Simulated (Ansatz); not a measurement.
**HgTe (Coloradoite): how the settings move a single-point run**

Question: which choices in the input matter for HgTe (Coloradoite)?

Program: Ansatz 0.2.0. Level of theory: reference: DFT, PBEsol, plane waves, PAW. These are calculated values, not measurements.

2 further runs of the same task are left out: 2 that didn't finish. Runs told in other sessions of the task aren't counted.

## Step 1: The starting structure

The structure is cubic, space group F-43m (No. 216). Conventional cell: a = 6.578 Å, b = 6.578 Å, c = 6.578 Å, α = 90.00°, β = 90.00°, γ = 90.00°. Hg (site symmetry -43m) is surrounded by 4 Te at 2.85 Å. Te (site symmetry -43m) has 4 Hg at 2.85 Å in its first shell of neighbours.

Coordinates:

```cif
data_structure
_symmetry_space_group_name_H-M 'F-43m'
_symmetry_Int_Tables_number 216
_cell_length_a 6.5784
_cell_length_b 6.5784
_cell_length_c 6.5784
_cell_angle_alpha 90.000
_cell_angle_beta 90.000
_cell_angle_gamma 90.000
_cell_volume 284.68
loop_
_atom_site_label
_atom_site_type_symbol
_atom_site_symmetry_multiplicity
_atom_site_Wyckoff_symbol
_atom_site_fract_x
_atom_site_fract_y
_atom_site_fract_z
_atom_site_occupancy
Hg1 Hg 4 a 0.00000 0.00000 0.00000 1
Te1 Te 4 d 0.25000 0.25000 0.75000 1
```

## Step 2: The reference run

input.yaml

```yaml
crystal:
  lattice:
    - [0.0, 3.2891972858, 3.2891972858]
    - [3.2891972858, 0.0, 3.2891972858]
    - [3.2891972858, 3.2891972858, 0.0]
  atoms:
    - { symbol: Hg, position: [0.0, 0.0, 0.0] }
    - { symbol: Te, position: [0.25, 0.25, 0.25] }
kpoints:
  mp_grid: { grid: [4, 4, 4] }
hamiltonian:
  xc: pbesol
scf:
  occupations: { method: fermi_dirac, width: 0.02 }
  n_extra_bands: 4
output:
  forces: true
  stress: true
  eigenvalues: true
```

Launch:

```
$ ansatz run input.yaml --threads 4 --pin off --max-ram 3686MiB --backend cpu --events-out ev --progress --plain --runs-dir out
```

## Step 3: Variant: preconditioner none

input.yaml, as its differences from that of step 2:

```diff
@@ -15,2 +15,3 @@
   n_extra_bands: 4
+  mixing: { preconditioner: none }
 output:
```

## Step 4: Variant: mp_grid.shift [0, 0, 0.5]

input.yaml, as its differences from that of step 2:

```diff
@@ -9,3 +9,3 @@
 kpoints:
-  mp_grid: { grid: [4, 4, 4] }
+  mp_grid: { grid: [4, 4, 4], shift: [0, 0, 0.5] }
 hamiltonian:
```

## Step 5: Changing settings: ecutwfc 750

input.yaml, as its differences from that of step 2:

```diff
@@ -19 +19,3 @@
   eigenvalues: true
+basis:
+  ecutwfc: 750
```

## Step 6: Variant: mixing.ndim 1

input.yaml, as its differences from that of step 2:

```diff
@@ -15,2 +15,4 @@
   n_extra_bands: 4
+  mixing: { ndim: 1 }
+  max_iter: 50
 output:
```

## Step 7: Changing settings: dispersion d4

input.yaml, as its differences from that of step 2:

```diff
@@ -12,2 +12,3 @@
   xc: pbesol
+  dispersion: d4
 scf:
```

## Step 8: Changing settings: ecutwfc 900

input.yaml, as its differences from that of step 2:

```diff
@@ -19 +19,3 @@
   eigenvalues: true
+basis:
+  ecutwfc: 900
```

**Question.** What will these runs give? Wanted: for each run, ending; energy change; pressure; gap; force.

**Answer**, as computed:

| run | ending | energy change | pressure (GPa) | gap (eV) | force (eV/Å) | cycles | time |
| --- | --- | --- | --- | --- | --- | --- | --- |
| reference | converged | 0 | -0.8 | 0.00 | 0.00 | 6 | 1 s |
| 1: preconditioner none | converged | 0.0 meV/atom | -0.8 | 0.00 | 0.00 | 6 | 1 s |
| 2: mp_grid.shift [0, 0, 0.5] | converged | -41.6 meV/atom | -1.2 | 0.71 | 0.06 | 6 | 1.2 s |
| 3: ecutwfc 750 | converged | -1.5 meV/atom | -0.8 | 0.00 | 0.00 | 6 | 1.5 s |
| 4: mixing.ndim 1 | converged | 0.0 meV/atom | -0.8 | 0.00 | 0.00 | 20 | 1.6 s |
| 5: dispersion d4 | converged | -218.5 meV/atom (offset of the dispersion model) | -1.8 | 0.00 | 0.00 | 6 | 1 s |
| 6: ecutwfc 900 | converged | -1.5 meV/atom | -0.8 | 0.00 | 0.00 | 6 | 1.7 s |

Residual by cycle in the longest SCF loop of each run; runs are numbered as in the table. The quantity is the density residual dr2, in eV.

| cycle | reference | run 1 | run 2 | run 3 | run 4 | run 5 | run 6 |
| --- | --- | --- | --- | --- | --- | --- | --- |
| 1 | 0.00328 | 0.00328 | 0.00931 | 0.0033 | 0.00328 | 0.00328 | 0.00331 |
| 3 | 2.3e-5 | 2.3e-5 | 9.5e-5 | 2.3e-5 | 2.3e-4 | 2.3e-5 | 2.3e-5 |
| 4 | 1.0e-6 | 1.0e-6 | 2.1e-5 | 3.3e-7 | 9.3e-5 | 1.0e-6 | 5.8e-7 |
| 6 | 5.2e-9 | 5.2e-9 | 3.3e-8 | 1.2e-9 | 2.2e-5 | 5.2e-9 | 2.4e-8 |
| 8 | - | - | - | - | 6.1e-6 | - | - |
| 10 | - | - | - | - | 1.9e-6 | - | - |
| 11 | - | - | - | - | 1.1e-6 | - | - |
| 13 | - | - | - | - | 3.5e-7 | - | - |
| 15 | - | - | - | - | 1.2e-7 | - | - |
| 17 | - | - | - | - | 3.9e-8 | - | - |
| 18 | - | - | - | - | 2.2e-8 | - | - |
| 20 | - | - | - | - | 7.5e-9 | - | - |

**Reading.** Of the converged runs whose energies compare with the reference's, «mp_grid.shift [0, 0, 0.5]» moves the energy most (-41.6 meV/atom). The pressure spans -1.8 to -0.8 GPa over the reference and the converged variants. The gap spans 0.00 to 0.71 eV over the reference and the converged variants (gaps read on unlike meshes, which can miss the band edges). Semilocal functionals close small gaps, and spin-orbit coupling, left out here, moves these band edges, so the missing gap need not be the real solid's.
